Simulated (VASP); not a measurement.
# C (Fd-3m) in VASP: notebook

Aim: see how the results for C move with the level of theory and the settings. Levels: HF, TPSSh, PBE. Tasks: band structure, G0W0 quasiparticle levels.

Everything below comes from runs of VASP 6.6.1. Logs are shortened: lines on timing, memory, paths and dates and some standing lists are left out, and cuts for length are marked.

## (1) The crystal as given

It takes space group Fd-3m (No. 227, cubic). The conventional cell has a = 3.567 Å, b = 3.567 Å, c = 3.567 Å, α = 90.00°, β = 90.00°, γ = 90.00°. C (site symmetry -43m) has 4 C at 1.54 Å as nearest neighbours.

This isn't the form of C at room conditions, which is graphite.

## (2) Band structure, HF

POSCAR reads:

```
C
1.0
    0.0000000000      1.7833700000      1.7833700000
    1.7833700000      0.0000000000      1.7833700000
    1.7833700000      1.7833700000      0.0000000000
C
2
Direct
    0.7500000000      0.7500000000      0.7500000000
    0.5000000000      0.5000000000      0.5000000000
```

INCAR.step1 reads:

```
SYSTEM = C
  PREC = Accurate
  ENCUT = 520
  EDIFF = 1E-5
  ISMEAR = -1
  SIGMA = 0.05
  LREAL = .False.
  LASPH = .True.
  NELM = 80
  ALGO = Normal
  ISIF = 2
  LWAVE = .True.
  LCHARG = .False.
  NBANDS = 11
  GGA = PE
```

INCAR.step2 reads:

```
SYSTEM = C
  PREC = Accurate
  ENCUT = 520
  EDIFF = 1E-6
  ISMEAR = -1
  SIGMA = 0.05
  LREAL = .False.
  LASPH = .True.
  NELM = 80
  ALGO = Normal
  ISIF = 2
  LWAVE = .False.
  LCHARG = .False.
  GGA = PE
  LHFCALC = .True.
  AEXX = 1.0
  ALDAC = 0.0
  AGGAC = 0.0
  PRECFOCK = Fast
  NBANDS = 11
  ISTART = 1
```

KPOINTS reads:

```
regular mesh
0
Gamma
  7 7 7
  0 0 0
```

KPOINTS_OPT reads:

```
path GXWKGLUWLK,UX
8
line-mode
reciprocal
 0.0000000000  0.0000000000  0.0000000000  G
 0.5000000000  0.0000000000  0.5000000000  X

 0.5000000000  0.0000000000  0.5000000000  X
 0.5000000000  0.2500000000  0.7500000000  W

 0.5000000000  0.2500000000  0.7500000000  W
 0.3750000000  0.3750000000  0.7500000000  K

 0.3750000000  0.3750000000  0.7500000000  K
 0.0000000000  0.0000000000  0.0000000000  G

 0.0000000000  0.0000000000  0.0000000000  G
 0.5000000000  0.5000000000  0.5000000000  L

 0.5000000000  0.5000000000  0.5000000000  L
 0.6250000000  0.2500000000  0.6250000000  U

 0.6250000000  0.2500000000  0.6250000000  U
 0.5000000000  0.2500000000  0.7500000000  W

 0.5000000000  0.2500000000  0.7500000000  W
 0.5000000000  0.5000000000  0.5000000000  L

 0.5000000000  0.5000000000  0.5000000000  L
 0.3750000000  0.3750000000  0.7500000000  K

 0.6250000000  0.2500000000  0.6250000000  U
 0.5000000000  0.0000000000  0.5000000000  X
```

Potentials or basis: VASP PAW PBE potentials, release 64 (C).

On the command line:

```
$ cat potpaw_PBE.64/C/POTCAR > POTCAR
$ cp INCAR.step1 INCAR
$ mpirun -np 1 vasp_std > vasp.out
$ cp INCAR.step2 INCAR
$ mpirun -np 1 vasp_std > vasp.out
```

OUTCAR:

```text
SYSTEM = C
   PREC = Accurate
   ENCUT = 520
   EDIFF = 1E-6
   ISMEAR = -1
   LREAL = .False.
   LASPH = .True.
   NELM = 80
   ISIF = 2
   GGA = PE
   LHFCALC = .True.
   AEXX = 1.0
   PRECFOCK = Fast
   ISTART = 1

 ion  position               nearest neighbor table
   1  0.750  0.750  0.750-   2 1.54   2 1.54   2 1.54   2 1.54
   2  0.500  0.500  0.500-   1 1.54   1 1.54   1 1.54   1 1.54

  LATTYP: Found a face centered cubic cell.
 ALAT       =     3.5667400000

  Lattice vectors:

 A1 = (   0.0000000000,   1.7833700000,   1.7833700000)
 A2 = (   1.7833700000,   0.0000000000,   1.7833700000)
 A3 = (   1.7833700000,   1.7833700000,   0.0000000000)

Analysis of symmetry for initial positions (statically):
=====================================================================
 Subroutine PRICEL returns:
 Original cell was already a primitive cell.

 Routine SETGRP: Setting up the symmetry group for a
 face centered cubic supercell.

 Subroutine GETGRP returns: Found 48 space group operations
 (whereof 24 operations were pure point group operations)
 out of a pool of 48 trial point group operations.

The static configuration has the point symmetry T_d .
 The point group associated with its full space group is O_h .

Analysis of symmetry for dynamics (positions and initial velocities):
=====================================================================
 Subroutine PRICEL returns:
 Original cell was already a primitive cell.

 Routine SETGRP: Setting up the symmetry group for a
 face centered cubic supercell.

 Subroutine GETGRP returns: Found 48 space group operations
 (whereof 24 operations were pure point group operations)
 out of a pool of 48 trial point group operations.

The dynamic configuration has the point symmetry T_d .
 The point group associated with its full space group is O_h .

 Subroutine INISYM returns: Found 48 space group operations
 (whereof 24 operations are pure point group operations),
 and found     1 'primitive' translations

----------------------------------------------------------------------------------------

                                     Primitive cell

  volume of cell :      11.3437

  direct lattice vectors                    reciprocal lattice vectors
     0.000000000  1.783370000  1.783370000    -0.280368067  0.280368067  0.280368067
     1.783370000  0.000000000  1.783370000     0.280368067 -0.280368067  0.280368067
     1.783370000  1.783370000  0.000000000     0.280368067  0.280368067 -0.280368067

  length of vectors
     2.522066041  2.522066041  2.522066041     0.485611737  0.485611737  0.485611737

  position of ions in fractional coordinates (direct lattice)
     0.750000000  0.750000000  0.750000000
     0.500000000  0.500000000  0.500000000

  ion indices of the primitive-cell ions
   primitive index   ion index
                 1           1
                 2           2

----------------------------------------------------------------------------------------

 KPOINTS: regular mesh

Automatic generation of k-mesh.
 Grid dimensions read from file:
 generate k-points for:    7    7    7

 Generating k-lattice:

  Cartesian coordinates                     Fractional coordinates (reciprocal lattice)
    -0.040052581  0.040052581  0.040052581     0.142857143  0.000000000  0.000000000
     0.040052581 -0.040052581  0.040052581     0.000000000  0.142857143  0.000000000
     0.040052581  0.040052581 -0.040052581     0.000000000  0.000000000  0.142857143

  Length of vectors
     0.069373105  0.069373105  0.069373105

  Shift w.r.t. Gamma in fractional coordinates (k-lattice)
     0.000000000  0.000000000  0.000000000

 Subroutine IBZKPT returns following result:
 ===========================================

 Found     20 irreducible k-points:

 Following reciprocal coordinates:
            Coordinates               Weight
  0.000000  0.000000  0.000000      1.000000
  0.142857  0.000000  0.000000      8.000000
  0.285714  0.000000  0.000000      8.000000
  0.428571  0.000000  0.000000      8.000000
  0.142857  0.142857  0.000000      6.000000
  0.285714  0.142857  0.000000     24.000000
[... 12 lines left out ...]
 -0.428571  0.428571  0.142857     24.000000
 -0.285714  0.428571  0.142857     24.000000
   k-points           NKPTS =     20   k-points in BZ     NKDIM =    343   number of bands    NBANDS=     11
   number of dos      NEDOS =    301   number of ions     NIONS =      2
   total plane-waves  NPLWV =   8000
   dimension x,y,z NGX =    20 NGY =   20 NGZ =   20
   dimension x,y,z NGXF=    40 NGYF=   40 NGZF=   40
   ions per type =               2
   NGX,Y,Z   is equivalent  to a cutoff of  13.18, 13.18, 13.18 a.u.
   NGXF,Y,Z  is equivalent  to a cutoff of  26.37, 26.37, 26.37 a.u.
 SYSTEM =  C
   PREC   = accura    normal or accurate (medium, high low for compatibility)
   ISTART =      1    job   : 0-new  1-cont  2-samecut
   ICHARG =      0    charge: 1-file 2-atom 10-const
   ISPIN  =      1    spin polarized calculation?
   LNONCOLLINEAR =      F non collinear calculations
   LSORBIT =      F    spin-orbit coupling
   LASPH  =      T    aspherical Exc in radial PAW
   ENCUT  =  520.0 eV  38.22 Ry    6.18 a.u.   4.69  4.69  4.69*2*pi/ulx,y,z
   NELM   =     80;   NELMIN=  2; NELMDL=  0     # of ELM steps
   EDIFF  = 0.1E-05   stopping-criterion for ELM
   LREAL  =      F    real-space projection
   EDIFFG = 0.1E-04   stopping-criterion for IOM
   NSW    =      0    number of steps for IOM
   IBRION =     -1    ionic relax: 0-MD 1-quasi-New 2-CG
   NFREE  =      0    steps in history (QN), initial steepest desc. (CG)
   ISIF   =      2    stress and relaxation
   ISYM   =      3    0-nonsym 1-usesym 2-fastsym
   POTIM  = 0.5000    time-step for ionic-motion
   TEBEG  =    0.0;   TEEND  =   0.0 temperature during run
   PSTRESS=    0.0 pullay stress
   NELECT =       8.0000    total number of electrons
   NUPDOWN=      -1.0000    fix difference up-down
   EMIN   =  10.00;   EMAX   =-10.00  energy-range for DOS
   EFERMI =   0.00;   METHOD = LEGACY
   ISMEAR =    -1;   SIGMA  =   0.05  broadening in eV -4-tet -1-fermi 0-gaus
   EFERMI_NEDOS =   21; number of points for ismear=-14 and -15
   IALGO  =     38    algorithm
   IMIX   =      1    mixing-type and parameters
     AMIX     =   0.40;   BMIX     =  1.00
     AMIX_MAG =   1.60;   BMIX_MAG =  1.00
  volume/ion in A,a.u.               =       5.67        38.28
  Fermi-wavevector in a.u.,A,eV,Ry     =   1.457203  2.753714 28.891161  2.123440
  Thomas-Fermi vector in A             =   2.574032
   LORBIT       =      0    0 simple, 1 ext, 2 COOP (PROOUT), +10 PAW based schemes
   GGA     = PE    functional components
   LHFCALC =     T    Hartree Fock is set to
   PRECFOCK=fast      Normal, Fast or Accurate (Low or Medium for compatibility)
   ENCUT4O =  -1.0   cutoff for four orbital integrals eV
   NKREDX  =     1    reduce k-point grid by
   NKREDY  =     1    reduce k-point grid by
   NKREDZ  =     1    reduce k-point grid by
   AEXX    =    1.0000 exact exchange contribution
   HFSCREEN=    0.0000 screening length (either q_TF or 0.3 A-1)
   HFSCREENC=   0.0000 screening length for correlation (either q_TF or 0.3 A-1)
   ENCUTFOCK=  -1.0 apply spherical cutoff to Coloumb kernel
   IVDW    =     0    specifies the selected vdW correction
   LEPSILON=     F    determine dielectric tensor
   LRPA    =     F    only Hartree local field effects (RPA)
 non-spin polarized calculation
  energy-cutoff  :      520.00
  volume of cell :       11.34
 maximum number of plane-waves:       314
  NGX = 12; NGY = 12; NGZ = 12

 number of electron       7.9999999 magnetization

 Free energy of the ion-electron system (eV)
  ---------------------------------------------------
  ext. energy  EPLUGINS =         0.00000000
  ---------------------------------------------------
  free energy    TOTEN  =       -30.64876792 eV

  energy without entropy =      -30.64876792  energy(sigma->0) =      -30.64876792

 E-fermi :   7.8730     XC(G=0):   0.0000

 val. band max:        6.8575462192   @ k =   0.0000   0.0000   0.0000
 cond. band min:      19.6088454989   @ k =   0.4286   0.4286   0.0000
 fundamental gap:     12.7512992797
 Fermi energy:         7.8729931328

 k-point     1 :       0.0000    0.0000    0.0000
  band No.  band energies     occupation
      1     -22.4062      2.00000
      2       6.8575      2.00000
      3       6.8575      2.00000
      4       6.8575      2.00000
      5      21.6968      0.00000
      6      21.6968      0.00000
      7      21.6968      0.00000
      8      31.6193      0.00000
      9      36.5567      0.00000
     10      44.2323      0.00000
     11      44.2323      0.00000

 k-point     2 :       0.1429    0.0000    0.0000
  band No.  band energies     occupation
      1     -21.6649      2.00000
      2       3.0228      2.00000
      3       5.8712      2.00000
      4       5.8712      2.00000
      5      23.0446      0.00000
      6      23.0446      0.00000
      7      23.3532      0.00000
      8      32.2383      0.00000
      9      37.7468      0.00000
     10      40.4896      0.00000
     11      40.4896      0.00000

 k-point     3 :       0.2857    0.0000    0.0000
  band No.  band energies     occupation
      1     -19.4739      2.00000
      2      -3.6497      2.00000
      3       4.2371      2.00000
      4       4.2371      2.00000
      5      24.8227      0.00000
      6      24.8426      0.00000
      7      24.8426      0.00000
      8      33.4994      0.00000
      9      38.8443      0.00000
     10      40.1049      0.00000
     11      40.1049      0.00000

 k-point     4 :       0.4286    0.0000    0.0000
  band No.  band energies     occupation
      1     -16.1270      2.00000
      2      -9.5857      2.00000
      3       3.2495      2.00000
      4       3.2495      2.00000
      5      25.2317      0.00000
      6      25.2317      0.00000
      7      25.3279      0.00000
      8      33.9054      0.00000
      9      40.2079      0.00000
     10      43.5951      0.00000
     11      44.0994      0.00000
[... 183 lines left out ...]
 k-point    18 :      -0.4286    0.2857    0.1429
  band No.  band energies     occupation
      1     -14.2926      2.00000
      2      -8.1372      2.00000
      3      -2.4755      2.00000
      4       0.3807      2.00000
      5      24.7858      0.00000
      6      26.6272      0.00000
      7      31.1407      0.00000
      8      32.8779      0.00000
      9      36.9408      0.00000
     10      42.6320      0.00000
     11      45.6987      0.00000

 k-point    19 :      -0.4286    0.4286    0.1429
  band No.  band energies     occupation
      1     -13.0053      2.00000
      2      -7.7280      2.00000
      3      -3.0241      2.00000
      4      -2.0996      2.00000
      5      23.0710      0.00000
      6      24.3789      0.00000
      7      32.2114      0.00000
      8      35.3137      0.00000
      9      40.0587      0.00000
     10      42.3450      0.00000
     11      48.7438      0.00000

 k-point    20 :      -0.2857    0.4286    0.1429
  band No.  band energies     occupation
      1     -11.3664      2.00000
      2      -8.9612      2.00000
      3      -4.9878      2.00000
      4      -1.7263      2.00000
      5      24.3859      0.00000
      6      28.9392      0.00000
      7      31.2290      0.00000
      8      32.0004      0.00000
      9      38.0907      0.00000
     10      42.5448      0.00000
     11      46.6303      0.00000

------------------------ aborting loop because EDIFF is reached ----------------------------------------

  FORCE on cell =-STRESS in cart. coord.  units (eV):
  Direction    XX          YY          ZZ          XY          YZ          ZX
  --------------------------------------------------------------------------------------
  -------------------------------------------------------------------------------------
  Total       -0.4074611     -0.4074611     -0.4074611      0.0000000      0.0000000      0.0000000
  in kB      -57.5496097    -57.5496097    -57.5496097      0.0000000      0.0000000      0.0000000
  external PRESSURE =     -57.5496097 kB  Pullay stress =       0.0000000 kB

 VOLUME and BASIS-vectors are now :
 -----------------------------------------------------------------------------
  energy-cutoff  :      520.00
  volume of cell :       11.34
      direct lattice vectors                 reciprocal lattice vectors
     0.000000000  1.783370000  1.783370000    -0.280368067  0.280368067  0.280368067
     1.783370000  0.000000000  1.783370000     0.280368067 -0.280368067  0.280368067
     1.783370000  1.783370000  0.000000000     0.280368067  0.280368067 -0.280368067

 POSITION                                       TOTAL-FORCE (eV/Angst)
 -----------------------------------------------------------------------------------
      2.67505      2.67505      2.67505         0.000000      0.000000      0.000000
      1.78337      1.78337      1.78337        -0.000000     -0.000000     -0.000000
 -----------------------------------------------------------------------------------
    total drift:                                0.000000      0.000000      0.000000

  FREE ENERGIE OF THE ION-ELECTRON SYSTEM (eV)
  ---------------------------------------------------
  free  energy   TOTEN  =       -30.6487679228 eV

  energy  without entropy=      -30.6487679228  energy(sigma->0) =      -30.64876792
```

Run time: 7.1 min. Hardware: 1 thread of Intel Xeon Platinum 8559C (Emerald Rapids), shared host; peak memory 0.14 GiB.

Results:

```
Free energy : -30.6488 eV
Pressure    : -5.8 GPa
```

Levels at the corners of the path, in eV from the valence-band top:
| point | band 1 | band 2 | band 3 | band 4 | band 5 | band 6 | band 7 | band 8 | band 9 |
| --- | --- | --- | --- | --- | --- | --- | --- | --- | --- |
| Γ | -30.43 | -1.17 | -1.17 | -1.17 | 13.67 | 13.67 | 13.67 | 23.59 | 28.53 |
| X | -17.57 | -17.57 | -8.20 | -8.20 | 12.14 | 12.14 | 28.79 | 28.79 | 35.02 |
| X | -17.57 | -17.57 | -8.20 | -8.20 | 12.14 | 12.14 | 28.79 | 28.79 | 35.02 |
| W | -16.63 | -16.63 | -10.59 | -10.59 | 19.33 | 19.33 | 22.49 | 22.49 | 32.82 |
| W | -16.63 | -16.63 | -10.59 | -10.59 | 19.33 | 19.33 | 22.49 | 22.49 | 32.82 |
| K | -18.05 | -16.13 | -11.92 | -6.96 | 13.28 | 19.77 | 25.44 | 26.97 | 29.01 |
| K | -18.05 | -16.13 | -11.92 | -6.96 | 13.28 | 19.77 | 25.44 | 26.97 | 29.01 |
| Γ | -30.43 | -1.17 | -1.17 | -1.17 | 13.67 | 13.67 | 13.67 | 23.59 | 28.53 |
| Γ | -30.43 | -1.17 | -1.17 | -1.17 | 13.67 | 13.67 | 13.67 | 23.59 | 28.53 |
| L | -22.04 | -18.04 | -3.89 | -3.89 | 17.20 | 17.20 | 17.35 | 25.87 | 32.69 |
| L | -22.04 | -18.04 | -3.89 | -3.89 | 17.20 | 17.20 | 17.35 | 25.87 | 32.69 |
| U | -18.05 | -16.13 | -11.92 | -6.96 | 13.28 | 19.77 | 25.44 | 26.97 | 29.01 |
| U | -18.05 | -16.13 | -11.92 | -6.96 | 13.28 | 19.77 | 25.44 | 26.97 | 29.01 |
| W | -16.63 | -16.63 | -10.59 | -10.59 | 19.33 | 19.33 | 22.49 | 22.49 | 32.82 |
| W | -16.63 | -16.63 | -10.59 | -10.59 | 19.33 | 19.33 | 22.49 | 22.49 | 32.82 |
| L | -22.04 | -18.04 | -3.89 | -3.89 | 17.20 | 17.20 | 17.35 | 25.87 | 32.69 |
| L | -22.04 | -18.04 | -3.89 | -3.89 | 17.20 | 17.20 | 17.35 | 25.87 | 32.69 |
| K | -18.05 | -16.13 | -11.92 | -6.96 | 13.28 | 19.77 | 25.44 | 26.97 | 29.01 |
| U | -18.05 | -16.13 | -11.92 | -6.96 | 13.28 | 19.77 | 25.44 | 26.97 | 29.01 |
| X | -17.57 | -17.57 | -8.20 | -8.20 | 12.14 | 12.14 | 28.79 | 28.79 | 35.02 |

Caveat: the k mesh is coarse (spacing up to 0.44 Å⁻¹), so the values aren't converged, least of all with exact exchange; an unscreened hybrid on a path of extra k points without a Coulomb cutoff has errors near the mesh points, so the bands along the path aren't reliable; the PAW data sets were made with another functional, which shifts forces and pressure a little.

## (3) Band structure, TPSSh

POSCAR is that of step 2.

INCAR.step1 reads:

```
SYSTEM = C
ALGO = Normal
EDIFF = 1E-5
ENCUT = 520
GGA = PE
ISIF = 2
ISMEAR = -1
LASPH = .TRUE.
LCHARG = .FALSE.
LREAL = .FALSE.
LWAVE = .TRUE.
NELM = 80
PREC = Accurate
SIGMA = 0.05
```

INCAR.step2 reads:

```
SYSTEM = C
AEXX = 0.1
ALGO = Normal
EDIFF = 1E-6
ENCUT = 520
HFRCUT = -1
ISIF = 2
ISMEAR = -1
ISTART = 1
LASPH = .TRUE.
LCHARG = .FALSE.
LHFCALC = .TRUE.
LMIXTAU = .TRUE.
LREAL = .FALSE.
LWAVE = .FALSE.
METAGGA = TPSS
NELM = 80
PREC = Accurate
PRECFOCK = Normal
SIGMA = 0.05
```

KPOINTS reads:

```
k-points
0
G
  7 7 7
  0 0 0
```

KPOINTS_OPT is that of step 2.

Potentials or basis: VASP PAW PBE potentials, release 64 (C).

On the command line:

```
$ cat potpaw_PBE.64/C/POTCAR > POTCAR
$ cp INCAR.step1 INCAR
$ mpirun -np 1 vasp_std > vasp.out
$ cp INCAR.step2 INCAR
$ mpirun -np 1 vasp_std > vasp.out
```

It took 7.5 min on 1 thread of Intel Xeon Platinum 8488C (Sapphire Rapids), shared host; peak memory 0.14 GiB.

The run converged. Its results:

* Free energy: -22.1973 eV
* Pressure: -2.1 GPa
* Band gap on the k mesh: 5.03 eV, indirect (least direct gap 6.64 eV)
* Band gap along the path: 4.92 eV, indirect (least direct gap 6.64 eV)

Levels at the corners of the path, in eV from the valence-band top:
```tsv
point	band 2	band 3	band 4	band 5	band 6	band 7
Γ	0.00	0.00	0.00	6.64	6.64	6.64
X	-13.56	-6.61	-6.61	5.53	5.53	18.50
X	-13.56	-6.61	-6.61	5.53	5.53	18.50
W	-12.75	-8.73	-8.73	11.67	11.67	13.67
W	-12.75	-8.73	-8.73	11.67	11.67	13.67
K	-12.46	-9.77	-5.63	6.51	11.86	15.91
K	-12.46	-9.77	-5.63	6.51	11.86	15.91
Γ	0.00	0.00	0.00	6.64	6.64	6.64
Γ	0.00	0.00	0.00	6.64	6.64	6.64
L	-14.10	-2.94	-2.94	9.63	9.63	9.82
L	-14.10	-2.94	-2.94	9.63	9.63	9.82
U	-12.46	-9.77	-5.63	6.51	11.86	15.91
U	-12.46	-9.77	-5.63	6.51	11.86	15.91
W	-12.75	-8.73	-8.73	11.67	11.67	13.67
W	-12.75	-8.73	-8.73	11.67	11.67	13.67
L	-14.10	-2.94	-2.94	9.63	9.63	9.82
L	-14.10	-2.94	-2.94	9.63	9.63	9.82
K	-12.46	-9.77	-5.63	6.51	11.86	15.91
U	-12.46	-9.77	-5.63	6.51	11.86	15.91
X	-13.56	-6.61	-6.61	5.53	5.53	18.50
```

Caveat: the k mesh is coarse (spacing up to 0.44 Å⁻¹), so the values aren't converged, least of all with exact exchange; the PAW data sets were made with another functional, which shifts forces and pressure a little; the mesh misses the band edges, which the band path finds closer together.

(Continued in part 2 of 2.)
